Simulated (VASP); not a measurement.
Input of a VASP 6.6.1 run:

File INCAR:

```
PREC = Accurate ; ENCUT = 520
EDIFF = 1E-6 ; ISMEAR = -1
SIGMA = 0.02 ; LREAL = F
LASPH = T ; NELM = 80
ALGO = Fast ; ISIF = 2
LWAVE = F ; LCHARG = F
GGA = CA ; NBANDS = 15
```

KPOINTS

```
Automatic mesh
0
Gamma
  6 6 6
```

Contents of POSCAR:

```
KBr
1.0
    0.0000000000      3.1863686042      3.1863686042
    3.1863686042      0.0000000000      3.1863686042
    3.1863686042      3.1863686042      0.0000000000
K Br
1 1
Direct
    0.0000000000      0.0000000000      0.0000000000
    0.5000000000      0.5000000000      0.5000000000
```

Potentials or basis: VASP PAW LDA potentials, release 64 (K_sv, Br).

Launch:

```console
$ cat potpaw_LDA.64/K_sv/POTCAR potpaw_LDA.64/Br/POTCAR > POTCAR
$ mpirun -np 1 vasp_std > vasp.out
```

**Question.** Predict the band gap on the k mesh.

**Answer.** 4.33 eV, direct.

**Question.** Predict the pressure.

**Answer.** 0.1 GPa.
